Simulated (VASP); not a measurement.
Set up this calculation in VASP 6.6.1, as the native input.

```
Task                   : optical spectrum
Functional             : rev-vdW-DF2
Potentials or basis    : VASP PAW PBE potentials, release 64 (Pr_3), 4f in core
Cutoff                 : 600 eV
k mesh                 : 9 × 9 × 9
Occupations            : tetrahedron
Spin                   : collinear spin, random start
Starting moments       : [1.52] μB
Hubbard terms          : Pr f U = 7 eV, J = 1.0 eV
LDAUTYPE               : 1
Hund's J               : 1
Further INCAR settings : ALGO = Conjugate; EDIFF = 1e-08; NBANDS = 54
```

The structure of Pr lies in POSCAR:

```
Pr
1.0
   -2.0973721543      2.0973721543      2.0973721543
    2.0973721543     -2.0973721543      2.0973721543
    2.0973721543      2.0973721543     -2.0973721543
Pr
1
Direct
    0.0000000000      0.0000000000      0.0000000000
```

This isn't the form of Pr at room conditions, which is double hcp.

One way to write it, as run:

INCAR

```
SYSTEM = Pr
  PREC = Accurate
  ENCUT = 600
  EDIFF = 1E-8
  ISMEAR = -5
  SIGMA = 0.05
  LREAL = .False.
  LASPH = .True.
  NELM = 120
  ALGO = Conjugate
  ISIF = 2
  LWAVE = .False.
  LCHARG = .False.
  ISPIN = 2
  MAGMOM = 1.52
  LORBIT = 11
  LMAXMIX = 6
  LDAU = .True.
  LDAUTYPE = 1
  LDAUL = 3
  LDAUU = 7
  LDAUJ = 1
  LDAUPRINT = 1
  GGA = MK
  LUSE_VDW = .True.
  AGGAC = 0.0
  PARAM1 = 0.1234
  PARAM2 = 0.711357
  ZAB_VDW = -1.8867
  LOPTICS = .True.
  NBANDS = 54
  NEDOS = 1000
  CSHIFT = 0.05
```

KPOINTS

```
Automatic mesh
0
Gamma
  9 9 9
  0 0 0
```

Potentials or basis: VASP PAW PBE potentials, release 64 (Pr_3), 4f in core.

Run with:

```bash
$ cat potpaw_PBE.64/Pr_3/POTCAR > POTCAR
$ mpirun -np 1 vasp_std > vasp.out
```

Results of the run:

| Item | Value |
| --- | --- |
| Pressure | -1.6 GPa |
| Band gap on the k mesh | none (metal or under the smearing width) |
| Net moment | 0.52 μB per cell |
| Site moments | Pr +0.25 μB |
| Valence electrons inside the program's atomic spheres | Pr 8.77 |

Caveat: the magnetic or orbital state may not be the lowest; U is put on an f shell that these potentials keep in the core, so it has next to no effect; the PAW data sets were made with another functional, which shifts forces and pressure a little; spin-orbit coupling is left out, which moves the levels of the heavy elements; the 4f electrons are frozen in the core as for a trivalent ion, so they carry no moment and show no levels; tetrahedron occupations give inexact forces and stress in metals.

Wall time 13 min on 1 thread of AMD EPYC 9R45 (Zen 5) (shared host), peak memory 0.59 GiB.
